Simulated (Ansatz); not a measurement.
# AlNi (C2/m) in Ansatz: further runs

Runs on AlNi. Level: LDA. Tasks: single point, equation of state.

All numbers are computed with Ansatz 0.2.0; they aren't measurements. Logs are shortened: lines on timing, memory, paths and dates and some standing lists are left out, and cuts for length are marked.

### Step 1. The crystal as given

Symmetry: C2/m, No. 12, monoclinic system. Conventional cell: a = 4.601 Å, b = 2.789 Å, c = 4.111 Å, α = 90.00°, β = 109.27°, γ = 90.00°. Ni (site symmetry 2/m) has 6 Al at 2.48 to 2.53 Å and 6 Ni at 2.69 to 2.79 Å as nearest neighbours. Al (site symmetry 2/m) has 6 Ni at 2.48 to 2.53 Å and 6 Al at 2.69 to 2.79 Å as nearest neighbours.

The cell comes from a database or a generator and needn't be the stable form of this composition.

### Step 2. Single point, LDA, collinear spin, ferromagnetic start, 11.71 Å³/atom (volume scaled by 0.94)

Contents of input.yaml:

```yaml
crystal:
  lattice:
    - [2.2537151482, -1.3662091541, 0.0]
    - [2.2537151482, 1.3662091541, 0.0]
    - [-1.3287605568, 0.0, 3.801614995]
  atoms:
    - { symbol: Ni, position: [0.5, 0.5, 0.5], spin: 1.0 }
    - { symbol: Al, position: [0.0, 0.0, 0.0] }
hamiltonian:
  xc: lda
  pseudopotentials: { kind: paw }
magnetization:
  spin_polarized: true
kpoints:
  mp_grid: { grid: [11, 11, 7] }
scf:
  occupations: { method: fermi_dirac, width: 0.05 }
output:
  forces: true
  stress: true
  eigenvalues: true
```

Potentials or basis: Ansatz PAW.

On the command line:

```console
$ ansatz run input.yaml --threads 2 --pin off --max-ram 5632MiB --backend cpu --events-out ev --progress --plain --runs-dir out
```

Log:

```text
Warning: RAYON_NUM_THREADS=2 ignored (pool sized by the plan → 2); use --threads N
Engine: ansatz 0.2.0, x86_64-unknown-linux-gnu
Pseudopotentials: kind: paw
Pseudopotential: Ni, paw, valence charge 18, recommended cutoff 420 eV (normal), Ni.paw.azcp
Pseudopotential: Al, paw, valence charge 3, recommended cutoff 420 eV (normal), Al.paw.azcp
Functional definition: SPW92
  exchange = slater_x
  correlation = pw_c
Crystal: 2 atoms, lattice volume = 23.411 Å³
Basis set: ecut = 420 eV, 463 PW (Γ)
Bands: 15, of which v1, the nominal top of the filled ones, is band 11 counted from 1 (10 counted from 0)
Symmetry: 4 space group operations
Space group: C2/m (ITA 12), of the structure as read, at distance tolerance 2.9e-5 Å
Magnetic group: BNS 12.58 (UNI 65), of the structure as read, at distance tolerance 2.9e-5 Å
k-points: 234 of 847
Non-local potential: Ni, projectors of the file, l = 0: 3, l = 1: 2, l = 2: 3, l = 3: 1
Non-local potential: Al, projectors of the file, l = 0: 2, l = 1: 2, l = 2: 1
PAW form: soft (Blöchl's): semilocal exchange-correlation on the pseudo side does not see the compensation charge
PAW frozen core: Ni, regenerated for the run's functional, and the local potential with it (the file was generated under x = pbe(κ = 0.804, μ = 0.2195149727645171), c = pbe(β = 0.06672455060314922))
PAW frozen core: Al, regenerated for the run's functional, and the local potential with it (the file was generated under x = pbe(κ = 0.804, μ = 0.2195149727645171), c = pbe(β = 0.06672455060314922))
PAW one-centre angular grid: Ni, 590 points (default); XC on 64 Gauss nodes
PAW one-centre angular grid: Al, 110 points (default); XC on 64 Gauss nodes
Initial density: superposition of atomic densities (chi_scale 0.1, normalization cell)
Starting moments: Σ|m| = 1 μB on 1 of 2 sites
Initial wavefunctions: pseudopotential atomic-orbital guess
Functional: x = slater, c = lda
SCF iter   1: F=—  HF=-6286.208861 eV  |F-HF|=—  |Δ(HF+E_count)|=         —  Δρ=1.18e-1 (↑1.18e-1 ↓4.33e-2)  dr2=1.09e0  dr2_m=1.26e0  M=0.169 μB ∫|m|=0.211 μB  β_m=0.30  ethr=3.10e-3  ⟨swp⟩=4.6  Hψ=32921  notcnv=0
Mixer restart at iter 1: flushing history
preconditioner: auto → none  [metal: Δε(μ)=0.019 eV  Ē_g=9.288 eV  σ=0.050 eV  W_gap=0.09  n_scr=2 (ndim 8)  ℏωp=27.7 eV  f_vac=0.000  D(μ)=1.39/eV (n_scr^D=14)  sad-step TF]
SCF iter   2: F=—  HF=-6285.735239 eV  |F-HF|=—  |Δ(HF+E_count)|=   4.74e-1  Δρ=8.57e-2 (↑4.61e-2 ↓8.57e-2)  dr2=4.63e-1  dr2_m=8.92e-1  M=0.082 μB ∫|m|=0.102 μB  β_m=0.43  ethr=3.10e-3  ⟨swp⟩=2.3  Hψ=15314  notcnv=0  defer=1
SCF iter   3: F=—  HF=-6286.685310 eV  |F-HF|=—  |Δ(HF+E_count)|=   9.50e-1  Δρ=5.54e-2 (↑5.54e-2 ↓2.82e-2)  dr2=1.45e-1  dr2_m=3.60e-1  M=0.051 μB ∫|m|=0.074 μB  β_m=0.49  ethr=2.20e-3  ⟨swp⟩=3.0  Hψ=14664  notcnv=0  defer=13
SCF iter   4: F=—  HF=-6287.075102 eV  |F-HF|=—  |Δ(HF+E_count)|=   3.90e-1  Δρ=1.10e-2 (↑5.03e-3 ↓1.10e-2)  dr2=4.40e-2  dr2_m=2.08e-3  M=0.002 μB ∫|m|=0.010 μB  β_m=0.62  ethr=6.89e-4  ⟨swp⟩=2.1  Hψ=12792  notcnv=0  defer=13
SCF iter   5: F=—  HF=-6287.107481 eV  |F-HF|=—  |Δ(HF+E_count)|=   3.24e-2  Δρ=9.48e-3 (↑4.66e-3 ↓9.48e-3)  dr2=3.19e-2  dr2_m=1.29e-3  M=0.001 μB ∫|m|=0.006 μB  β_m=0.74  ethr=2.09e-4  ⟨swp⟩=2.0  Hψ=9028  notcnv=0  defer=13
SCF iter   6: F=—  HF=-6287.113496 eV  |F-HF|=—  |Δ(HF+E_count)|=   6.01e-3  Δρ=1.30e-3 (↑1.30e-3 ↓1.29e-3)  dr2=3.64e-5  dr2_m=3.51e-4  M=0.001 μB ∫|m|=0.002 μB  β_m=0.70  ethr=1.52e-4  ⟨swp⟩=2.1  Hψ=11189  notcnv=0  defer=13
SCF iter   7: F=—  HF=-6287.113590 eV  |F-HF|=—  |Δ(HF+E_count)|=   9.43e-5  Δρ=5.65e-4 (↑5.65e-4 ↓1.95e-4)  dr2=5.77e-5  dr2_m=1.94e-5  M=-0.000 μB ∫|m|=0.001 μB  β_m=0.85  ethr=1.73e-7  ⟨swp⟩=2.1  Hψ=14868  notcnv=0  defer=13
SCF iter   8: F=—  HF=-6287.113588 eV  |F-HF|=—  |Δ(HF+E_count)|=   1.84e-6  Δρ=1.77e-4 (↑2.97e-5 ↓1.77e-4)  dr2=4.93e-6  dr2_m=2.09e-6  M=0.000 μB ∫|m|=0.000 μB  β_m=0.87  ethr=1.73e-7  ⟨swp⟩=2.0  Hψ=9806  notcnv=0  defer=13
SCF iter   9: F=—  HF=-6287.113590 eV  |F-HF|=—  |Δ(HF+E_count)|=   1.45e-6  Δρ=2.78e-5 (↑2.78e-5 ↓9.85e-6)  dr2=7.51e-8  dr2_m=6.73e-8  M=-0.000 μB ∫|m|=0.000 μB  β_m=0.91  ethr=2.35e-8  ⟨swp⟩=2.1  Hψ=9382  notcnv=0  defer=13
SCF iter  10: F=—  HF=-6287.113589 eV  |F-HF|=—  |Δ(HF+E_count)|=   1.16e-8  Δρ=7.94e-6 (↑7.94e-6 ↓5.99e-6)  dr2=3.59e-8  dr2_m=2.18e-10  M=-0.000 μB ∫|m|=0.000 μB  β_m=0.95  ethr=3.58e-10  ⟨swp⟩=1.8  Hψ=8832  notcnv=0  defer=13
SCF iter  11: F=—  HF=-6287.113590 eV  |F-HF|=—  |Δ(HF+E_count)|=   2.92e-9  Δρ=1.21e-6 (↑1.07e-6 ↓1.21e-6)  dr2=9.33e-10  dr2_m=3.33e-12  M=-0.000 μB ∫|m|=0.000 μB  β_m=0.97  ethr=1.71e-10  ⟨swp⟩=2.3  Hψ=8933  notcnv=0  defer=13
SCF iter  12: F=-6287.113590 eV  HF=-6287.113590 eV  |F-HF|=9.09e-12  |Δ(HF+E_count)|=  5.09e-11  Δρ=1.45e-7 (↑1.45e-7 ↓1.25e-7)  dr2=1.28e-11  dr2_m=3.35e-14  M=-0.000 μB ∫|m|=0.000 μB  ethr=4.44e-12  ⟨swp⟩=1.9  Hψ=20126  notcnv=0
SCF 1 converged in 12 iterations: F = -6287.113590 eV  dr2 = 1.28e-11
WARN: the starting moments were not kept: the SCF closed with an absolute magnetisation of 1.7e-7 μB, where they sum to 1 μB in size (1 site). That is at most 0.1 of that sum. Measured as dr2_m measures the in/out step, that magnetisation stands 2.2e-14 eV from none, at or under the dr2_threshold of 1.0e-7 eV: it is no larger than a step whose dr2_m would equal this threshold. The system may hold no moment; this SCF shows only that its start led to no more than that. To try another start: raise the starting moments (crystal.atoms[].spin, magnetization.per_species, magnetization.initial_magnetization, or on a non-collinear deck that types none of these the spinor_matrix: blocks that start its atoms; where the total moment is fixed, keep their sum and leave initial_magnetization as it is; typed ones take the place of any that the run laid by itself, positive ones on a crystal's lanthanoids without a Hubbard term where scf.initial_density.shell_occupations: [] is typed) or, if the notice of its spin-set hold's release reads "site moments contracting" or "site moments show no strong build", lengthen the hold (scf.mixing.spin_hold: { on: { confirm: 4 } }; for m-r²SCAN on two components see the key's manual first). Each may lead to a state that holds a moment. A second SCF, from the converged charge density, with the starting moments and any scf.initial_density.shell_occupations laid on it anew, would have followed, and was not run: the deck does not ask for one (magnetization.retry_lost_moments is false, the default). To let it run, set magnetization.retry_lost_moments: true and run the deck again, where that key's refused combinations let it; where memory then withholds it, that run's warning says so.
SCF converged after 12 iterations
Magnetization: -0.0000 μB (10.5000 up, 10.5000 down)
Absolute magnetization: 0.0000 μB (∫|ρ↑−ρ↓|, with the PAW one-centre terms)
Spin contamination: 0.0000 ħ² per cell (⟨S²⟩ above its minimum at these occupations)
Per-site moments (μB) at R_I (Å): [(5.607057207031264e-8, 1.0037403914034495), (-2.7470090974508814e-8, 1.0037403914034495)]
Free energy (F): -6287.113590 eV
Harris-Foulkes:  -6287.113590 eV  (|F-HF|=9.09e-12)
Internal energy: -6287.106546 eV  (E = F + TS)
E sigma→0 (E₀):  -6287.110068 eV
Entropy (-TS):   -0.007044 eV (-3.522 meV/atom)
Fermi energy:    13.853668 eV
--- Per-component energies (eV) ---
  E_band       = -332.797997
  E_kinetic    = 312.564771
  E_local      = -4613.367501  (includes V_loc(G=0)·N_el)
  E_nonlocal   = 651.345427
  E_hartree    = 1996.181740
  E_xc         = -126.092291
  E_vxc        = -141.552870  (∫ρ·V_xc dr)
  E_paw        = -2009.016867  (= ΣΔE_a)
  E_vpaw       = -534.152065  (= ΣTr[D̂ρ^β])
  E_aug_tail   = 0.000443  (compensation charges beyond the density's cutoff)
  E_ewald      = -2499.212105
  E_core_change = 0.489837  (= ΣΔE_core)
  E_smearing   = -0.007044  (= −TS)
  E_closure    = -0.000000  (closes the sum)
  Σ components = -6287.113590   (vs F -6287.113590, Δ=0.00e0)
--- Forces (eV/Å), atoms counted from 1 ---
  atom   1  Ni    -0.00000000     0.00000000     0.00000000
  atom   2  Al     0.00000000     0.00000000     0.00000000
  max |Σ_I F_I| component: 2.52e-29 eV/Å
--- Stress (GPa, compression-positive) ---
        2.781361      -0.000000      -0.788301
       -0.000000       0.485962      -0.000000
       -0.788301      -0.000000       1.473335
  P = ⅓ Tr σ = 1.5802 GPa (15.802 kbar)
--- Band table (eV; the first three rows and the last of 468) ---
  k-point 0 ↑: bands = ["-88.5406", "-49.5919", "-49.2412", "-49.2137", "2.5828", "9.9044", "11.8072", "12.0792", "12.1443", "12.3656", "12.5120", "16.7508", "27.7030", "28.3647", "29.2879"]
  k-point 1 ↑: bands = ["-88.5406", "-49.5920", "-49.2412", "-49.2137", "2.7910", "9.3426", "11.6435", "11.8072", "12.1447", "12.3768", "12.5241", "18.0271", "27.3938", "28.6525", "28.8570"]
  k-point 2 ↑: bands = ["-88.5406", "-49.5923", "-49.2412", "-49.2137", "3.3914", "7.9021", "11.3186", "11.8071", "12.1436", "12.4025", "12.5515", "20.5940", "26.9534", "28.3624", "29.0471"]
  k-point 233 ↓: bands = ["-88.5299", "-49.5806", "-49.3020", "-49.2700", "8.6669", "10.0331", "10.6396", "11.4370", "11.7893", "13.4140", "14.3073", "16.3516", "19.7839", "20.8588", "23.3748"]
```

Wall time 10 s (2 threads of Intel Xeon at 2.70GHz, shared host); peak memory 0.45 GiB.

Results:

- Free energy: -6287.1136 eV
- Pressure: 1.6 GPa
- Band gap on the k mesh: none (metal or under the smearing width)
- Net moment: 0.00 μB per cell
- Absolute moment: 0.00 μB per cell

Caveat: the PAW data sets come from PBE, with cores solved anew for the run's functional, which leaves a small shift of forces and pressure; the starting moments weren't kept.

### Step 3. Single point, LDA, collinear spin, ferromagnetic start, 11.95 Å³/atom (volume scaled by 0.96)

input.yaml, as its differences from that of step 2:

```diff
@@ -2,5 +2,5 @@
   lattice:
-    - [2.2537151482, -1.3662091541, 0.0]
-    - [2.2537151482, 1.3662091541, 0.0]
-    - [-1.3287605568, 0.0, 3.801614995]
+    - [2.2695869046, -1.3758306623, 0.0]
+    - [2.2695869046, 1.3758306623, 0.0]
+    - [-1.3381183338, 0.0, 3.8283878136]
   atoms:
```

Potentials or basis: Ansatz PAW.

On the command line:

```console
$ ansatz run input.yaml --threads 2 --pin off --max-ram 5632MiB --backend cpu --events-out ev --progress --plain --runs-dir out
```

Wall time 7.1 s (2 threads of Intel Xeon at 2.70GHz, shared host); peak memory 0.45 GiB.

The run converged. Its results:

```yaml
Free_energy: -6287.1129 eV
Pressure: -2.0 GPa
Band_gap_on_the_k_mesh: none (metal or under the smearing width)
Net_moment: 0.00 μB per cell
Absolute_moment: 0.00 μB per cell
```

Caveat: the PAW data sets come from PBE, with cores solved anew for the run's functional, which leaves a small shift of forces and pressure; the starting moments weren't kept.

### Step 4. Single point, LDA, collinear spin, ferromagnetic start, 12.20 Å³/atom (volume scaled by 0.98)

input.yaml, as its differences from that of step 3:

```diff
@@ -2,5 +2,5 @@
   lattice:
-    - [2.2695869046, -1.3758306623, 0.0]
-    - [2.2695869046, 1.3758306623, 0.0]
-    - [-1.3381183338, 0.0, 3.8283878136]
+    - [2.2852397227, -1.3853194495, 0.0]
+    - [2.2852397227, 1.3853194495, 0.0]
+    - [-1.3473470277, 0.0, 3.8547913226]
   atoms:
```

On the command line:

```console
$ ansatz run input.yaml --threads 2 --pin off --max-ram 5632MiB --backend cpu --events-out ev --progress --plain --runs-dir out
```

It took 6.7 s on 2 threads of Intel Xeon at 2.70GHz, shared host; peak memory 0.45 GiB.

The run converged. Its results:

```yaml
Free_energy: -6287.1017 eV
Pressure: -5.1 GPa
Band_gap_on_the_k_mesh: none (metal or under the smearing width)
Net_moment: 0.00 μB per cell
Absolute_moment: 0.00 μB per cell
```

Caveat: the PAW data sets come from PBE, with cores solved anew for the run's functional, which leaves a small shift of forces and pressure; the starting moments weren't kept.

### Step 5. Single point, LDA, collinear spin, ferromagnetic start, 12.45 Å³/atom

input.yaml, as its differences from that of step 4:

```diff
@@ -2,5 +2,5 @@
   lattice:
-    - [2.2852397227, -1.3853194495, 0.0]
-    - [2.2852397227, 1.3853194495, 0.0]
-    - [-1.3473470277, 0.0, 3.8547913226]
+    - [2.300681, -1.39468, 0.0]
+    - [2.300681, 1.39468, 0.0]
+    - [-1.356451, 0.0, 3.880838]
   atoms:
```

On the command line:

```console
$ ansatz run input.yaml --threads 2 --pin off --max-ram 5632MiB --backend cpu --events-out ev --progress --plain --runs-dir out
```

Wall time 7.2 s (2 threads of Intel Xeon at 2.70GHz, shared host); peak memory 0.45 GiB.

Results (log left out):

| Item | Value |
| --- | --- |
| Free energy | -6287.0813 eV |
| Pressure | -8.0 GPa |
| Band gap on the k mesh | none (metal or under the smearing width) |
| Net moment | 0.00 μB per cell |
| Absolute moment | 0.00 μB per cell |

Caveat: the PAW data sets come from PBE, with cores solved anew for the run's functional, which leaves a small shift of forces and pressure; the starting moments weren't kept.

### Step 6. Single point, LDA, collinear spin, ferromagnetic start, 12.70 Å³/atom (volume scaled by 1.02)

input.yaml, as its differences from that of step 5:

```diff
@@ -2,5 +2,5 @@
   lattice:
-    - [2.300681, -1.39468, 0.0]
-    - [2.300681, 1.39468, 0.0]
-    - [-1.356451, 0.0, 3.880838]
+    - [2.3159177421, -1.4039165606, 0.0]
+    - [2.3159177421, 1.4039165606, 0.0]
+    - [-1.365434381, 0.0, 3.9065396629]
   atoms:
@@ -21 +21,5 @@
   eigenvalues: true
+  write_density: true
+  write_potential: true
+  elf: true
+  volumetric_format: npy
```

Potentials or basis: Ansatz PAW.

On the command line:

```console
$ ansatz run input.yaml --threads 2 --pin off --max-ram 5632MiB --backend cpu --events-out ev --progress --plain --runs-dir out
```

Wall time 9.1 s (2 threads of Intel Xeon at 2.70GHz, shared host); peak memory 0.46 GiB.

It converged, with:

```
Free energy            : -6287.0526 eV
Pressure               : -10.5 GPa
Band gap on the k mesh : none (metal or under the smearing width)
Net moment             : 0.00 μB per cell
Absolute moment        : 0.00 μB per cell
```

Caveat: the PAW data sets come from PBE, with cores solved anew for the run's functional, which leaves a small shift of forces and pressure; the starting moments weren't kept.

### Step 7. Single point, LDA, collinear spin, ferromagnetic start, 12.95 Å³/atom (volume scaled by 1.04)

Contents of input.yaml:

```yaml
crystal:
  lattice:
    - [2.3309565903, -1.4130331573, 0.0]
    - [2.3309565903, 1.4130331573, 0.0]
    - [-1.3743010865, 0.0, 3.9319075144]
  atoms:
    - { symbol: Ni, position: [0.5, 0.5, 0.5], spin: 1.0 }
    - { symbol: Al, position: [0.0, 0.0, 0.0] }
hamiltonian:
  xc: lda
  pseudopotentials: { kind: paw }
magnetization:
  spin_polarized: true
kpoints:
  mp_grid: { grid: [11, 11, 7] }
scf:
  occupations: { method: fermi_dirac, width: 0.05 }
output:
  forces: true
  stress: true
  eigenvalues: true
```

On the command line:

```console
$ ansatz run input.yaml --threads 2 --pin off --max-ram 5632MiB --backend cpu --events-out ev --progress --plain --runs-dir out
```

Run time: 7.1 s. Hardware: 2 threads of Intel Xeon at 2.70GHz, shared host; peak memory 0.46 GiB.

The run converged. Its results:

```
Free energy            : -6287.0164 eV
Pressure               : -12.7 GPa
Band gap on the k mesh : none (metal or under the smearing width)
Net moment             : 0.00 μB per cell
Absolute moment        : 0.00 μB per cell
```

Caveat: the PAW data sets come from PBE, with cores solved anew for the run's functional, which leaves a small shift of forces and pressure; the starting moments weren't kept.

### Step 8. Single point, LDA, collinear spin, ferromagnetic start, 13.20 Å³/atom (volume scaled by 1.06)

input.yaml, as its differences from that of step 7:

```diff
@@ -2,5 +2,5 @@
   lattice:
-    - [2.3309565903, -1.4130331573, 0.0]
-    - [2.3309565903, 1.4130331573, 0.0]
-    - [-1.3743010865, 0.0, 3.9319075144]
+    - [2.3458038479, -1.4220336112, 0.0]
+    - [2.3458038479, 1.4220336112, 0.0]
+    - [-1.3830548326, 0.0, 3.9569521865]
   atoms:
```

On the command line:

```console
$ ansatz run input.yaml --threads 2 --pin off --max-ram 5632MiB --backend cpu --events-out ev --progress --plain --runs-dir out
```

It took 7.6 s on 2 threads of Intel Xeon at 2.70GHz, shared host; peak memory 0.46 GiB.

The run converged. Its results:

| Property | Result |
| --- | --- |
| Free energy | -6286.9737 eV |
| Pressure | -14.7 GPa |
| Band gap on the k mesh | none (metal or under the smearing width) |
| Net moment | 0.00 μB per cell |
| Absolute moment | 0.00 μB per cell |

Caveat: the PAW data sets come from PBE, with cores solved anew for the run's functional, which leaves a small shift of forces and pressure; the starting moments weren't kept.

### Step 9. Equation of state, LDA, collinear spin, ferromagnetic start

Potentials or basis: Ansatz PAW.

This step only gathers the single runs of the series.

What came out:

- Equilibrium volume: 11.81 Å³/atom
- Bulk modulus at fixed shape and positions: 170 GPa
- Pressure derivative of the bulk modulus: 4.4

Energy against volume, from the lowest point:
| volume (Å³/atom) | energy (meV/atom) |
| --- | --- |
| 11.705 | 0.00 |
| 11.954 | 0.35 |
| 12.203 | 5.92 |
| 12.452 | 16.14 |
| 12.702 | 30.50 |
| 12.951 | 48.57 |
| 13.200 | 69.93 |

Caveat: the cell was scaled at fixed shape and fractional positions, which overstates the stiffness of a crystal with free parameters, most of all of layers and chains.
